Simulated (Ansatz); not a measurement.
CdSe (started from an entry of an open crystallographic database) at its r2SCAN geometry, run in the PAW code Ansatz at 4 levels of theory. Non-magnetic throughout; all numbers are computed.

The PBE+SOC input:
```yaml
crystal:
  lattice:
    - [4.3407185131, 0.0, 0.0]
    - [-2.1703592566, 3.7591725031, 0.0]
    - [0.0, 0.0, 7.076664969]
  atoms:
    - { symbol: Cd, position: [0.3333333333, 0.6666666667, 0.0045236775] }
    - { symbol: Cd, position: [0.6666666667, 0.3333333333, 0.5045236775] }
    - { symbol: Se, position: [0.3333333333, 0.6666666667, 0.3804763225] }
    - { symbol: Se, position: [0.6666666667, 0.3333333333, 0.8804763225] }
kpoints:
  mp_grid: { grid: [12, 12, 4] }
  band_path:
    path:
      - [0.0, 0.0, 0.0]
      - [0.5, 0.0, 0.0]
      - [0.3333333333, 0.3333333333, 0.0]
      - [0.0, 0.0, 0.5]
      - [0.5, 0.0, 0.5]
      - [0.3333333333, 0.3333333333, 0.5]
    npoints: 1
hamiltonian:
  xc: pbe
scf:
  occupations: { method: fermi_dirac, width: 0.02 }
  n_extra_bands: 10
magnetization:
  noncollinear: true
  spin_orbit: true
output:
  forces: true
  stress: true
  eigenvalues: true
```

Main results, then, where recorded, the levels near the gap in eV from the Fermi energy (columns number the bands from 0), one row a point of the path (Γ, M, K, A, L, H):
```
Crystal: 4 atoms, lattice volume = 115.474 Å³
Symmetry: 12 space group operations + 12 with time reversal
Magnetic group: BNS 186.204 (UNI 1434)
```
```
Basis set: ecut = 420 eV, 2273 PW (Γ)
Bands: 82, of which v1, the nominal top of the filled ones, is band 72 counted from 1 (71 counted from 0)
k-points: 57 of 576 (time reversal used)
Free energy (F): -27455.280903 eV
Fermi energy:    7.479996 eV
--- Forces (eV/Å), atoms counted from 1 ---
  atom   1  Cd      0.00000      0.00000      0.00096
  atom   2  Cd      0.00000      0.00000      0.00096
  atom   3  Se      0.00000      0.00000    -0.00098
  atom   4  Se      0.00000      0.00000    -0.00098
--- Stress (GPa, compression-positive) ---
        1.389717       0.000000       0.000000
        0.000000       1.389717       0.000000
        0.000000       0.000000       1.464226
  P = ⅓ Tr σ = 1.4146 GPa (14.146 kbar)
```
```tsv
band_62	band_63	band_64	band_65	band_66	band_67	band_68	band_69	band_70	band_71	band_72	band_73	band_74	band_75	band_76	band_77
-1.218	-1.218	-0.984	-0.984	-0.629	-0.629	-0.276	-0.276	-0.251	-0.251	0.243	0.243	1.804	1.804	5.284	5.284
-3.907	-3.907	-2.917	-2.917	-2.143	-2.143	-1.654	-1.654	-1.075	-1.075	2.783	2.783	2.974	2.974	4.413	4.413
-4.009	-4.009	-3.291	-3.291	-2.205	-2.185	-2.185	-2.153	-1.933	-1.933	3.918	3.918	4.141	4.325	4.370	4.370
-2.964	-2.964	-0.872	-0.872	-0.872	-0.872	-0.633	-0.633	-0.633	-0.633	1.952	1.952	1.952	1.952	5.419	5.419
-4.450	-4.450	-1.748	-1.748	-1.748	-1.748	-1.582	-1.582	-1.582	-1.582	2.558	2.558	2.558	2.558	4.481	4.481
-4.305	-4.305	-2.750	-2.750	-2.655	-2.655	-1.467	-1.467	-1.409	-1.409	3.314	3.314	3.387	3.387	5.386	5.386
```

The PBE+SOC gap is direct at Γ: 0.49 eV.

**Question.** Another run on the same cell gave
```
Basis set: ecut = 500 eV, 2875 PW (Γ)
Bands: 41, of which v1, the nominal top of the filled ones, is band 36 counted from 1 (35 counted from 0)
k-points: 57 of 576 (time reversal used)
Free energy (F): -27495.673844 eV
Fermi energy:    6.810655 eV
--- Forces (eV/Å), atoms counted from 1 ---
  atom   1  Cd      0.00000      0.00000    -0.00104
  atom   2  Cd      0.00000      0.00000    -0.00104
  atom   3  Se      0.00000      0.00000      0.00103
  atom   4  Se      0.00000      0.00000      0.00103
--- Stress (GPa, compression-positive) ---
       -0.013769       0.000000       0.000000
        0.000000      -0.013769       0.000000
        0.000000       0.000000       0.010708
  P = ⅓ Tr σ = -0.0056 GPa (-0.056 kbar)
```
```tsv
band_31	band_32	band_33	band_34	band_35	band_36	band_37	band_38
-0.734	-0.734	-0.042	0.000	0.000	1.105	2.647	6.397
-3.519	-2.569	-1.795	-1.275	-0.727	3.632	3.720	5.105
-3.663	-2.966	-1.810	-1.810	-1.625	4.567	5.165	5.165
-2.554	-0.382	-0.382	-0.382	-0.382	2.788	2.788	6.264
-4.089	-1.309	-1.309	-1.299	-1.299	3.342	3.342	5.282
-3.974	-2.363	-2.363	-1.081	-1.081	4.206	4.206	6.128
```
Which level of theory and mesh gave it?

**Answer.** It is r2SCAN, on 12×12×4; the blocks that differ from the first input, but for the band path:
```yaml
hamiltonian:
  xc: r2scan
scf:
  occupations: { method: fixed }
  n_extra_bands: 5
```
(magnetization left out)
The r2SCAN gap is direct at Γ: 1.11 eV. The mean stress is close to zero (-0.01 GPa).

**Question.** Another run on the same cell gave
```
Basis set: ecut = 420 eV, 2273 PW (Γ)
Bands: 41, of which v1, the nominal top of the filled ones, is band 36 counted from 1 (35 counted from 0)
k-points: 21 of 144 (time reversal used)
hybrid outer 1: dexx = +2.116e-2 eV, tail = 1.33e-4 eV
hybrid outer 2: dexx = +9.627e-7 eV, tail = 6.57e-8 eV, Δε = 3.08e-3 eV, ΔF = 1.76e-3 eV/Å
Free energy (F): -27460.275218 eV
Fermi energy:    6.535419 eV
--- Forces (eV/Å), atoms counted from 1 ---
  atom   1  Cd      0.00000      0.00000    -0.00118
  atom   2  Cd      0.00000      0.00000    -0.00118
  atom   3  Se      0.00000      0.00000      0.00115
  atom   4  Se      0.00000      0.00000      0.00115
--- Stress (GPa, compression-positive) ---
        0.245547       0.000000       0.000000
        0.000000       0.245547       0.000000
        0.000000       0.000000       0.240766
  P = ⅓ Tr σ = 0.2440 GPa (2.440 kbar)
```
```tsv
band_31	band_32	band_33	band_34	band_35	band_36	band_37	band_38
-0.783	-0.783	-0.041	0.000	0.000	1.544	3.138	6.887
-3.738	-2.719	-1.898	-1.347	-0.775	4.168	4.250	5.652
-3.883	-3.124	-1.920	-1.920	-1.729	5.096	5.834	5.834
-2.700	-0.408	-0.408	-0.408	-0.408	3.283	3.283	6.822
-4.352	-1.382	-1.382	-1.377	-1.377	3.851	3.851	5.811
-4.225	-2.496	-2.496	-1.142	-1.142	4.737	4.737	6.712
```
Which level of theory and mesh gave it?

**Answer.** It is HSE06, judged by the exchange loop and the size of the gap (a near hybrid could fit too), on 6×6×4; the blocks that differ from the first input, but for the band path:
```yaml
kpoints:
  mp_grid: { grid: [6, 6, 4] }
hamiltonian:
  xc: hse06
scf:
  occupations: { method: fixed }
  n_extra_bands: 5
```
(magnetization left out)
HSE06 gives a direct gap of 1.54 eV at Γ. The mean stress, +0.2 GPa, is small, and the program warns that its thresholds are loose for a hybrid's stress.

PBE0. Against the first input these blocks differ (the band path and keys that only write files left aside):
```yaml
kpoints:
  mp_grid: { grid: [6, 6, 4] }
hamiltonian:
  xc: pbe0
scf:
  occupations: { method: fixed }
  n_extra_bands: 5
```
(magnetization left out)

```
Basis set: ecut = 420 eV, 2273 PW (Γ)
Bands: 41, of which v1, the nominal top of the filled ones, is band 36 counted from 1 (35 counted from 0)
k-points: 21 of 144 (time reversal used)
hybrid outer 1: dexx = +2.999e-2 eV, tail = 1.62e-4 eV
hybrid outer 2: dexx = +2.512e-6 eV, tail = 9.51e-8 eV, Δε = 3.72e-3 eV, ΔF = 1.66e-3 eV/Å
hybrid outer 3: dexx = +1.250e-9 eV, tail = 9.07e-10 eV, Δε = 1.96e-4 eV, ΔF = 1.86e-5 eV/Å
Free energy (F): -27458.832623 eV
Fermi energy:    6.192425 eV
--- Forces (eV/Å), atoms counted from 1 ---
  atom   1  Cd      0.00000      0.00000    -0.00092
  atom   2  Cd      0.00000      0.00000    -0.00092
  atom   3  Se      0.00000      0.00000      0.00091
  atom   4  Se      0.00000      0.00000      0.00091
--- Stress (GPa, compression-positive) ---
        0.123621       0.000000       0.000000
        0.000000       0.123621       0.000000
        0.000000       0.000000       0.117255
  P = ⅓ Tr σ = 0.1215 GPa (1.215 kbar)
```
```tsv
band_31	band_32	band_33	band_34	band_35	band_36	band_37	band_38
-0.804	-0.804	-0.037	0.000	0.000	2.141	3.797	7.580
-3.813	-2.784	-1.941	-1.388	-0.798	4.849	4.925	6.333
-3.960	-3.199	-1.971	-1.971	-1.777	5.761	6.553	6.553
-2.765	-0.422	-0.422	-0.422	-0.422	3.940	3.940	7.520
-4.437	-1.415	-1.415	-1.411	-1.411	4.517	4.517	6.498
-4.307	-2.562	-2.562	-1.170	-1.170	5.420	5.420	7.399
```

The PBE0 gap is direct at Γ: 2.14 eV. The mean stress, +0.1 GPa, is small, and the program warns that its thresholds are loose for a hybrid's stress.

The hybrids run on coarser meshes, which limits their stresses and small splittings of levels.

Totals of different functionals, or with and without spin-orbit coupling, can't be compared.

Only the levels marked +SOC include spin-orbit coupling.

The meshes of the hybrids are coarse, so their gaps aren't converged to the digits shown.
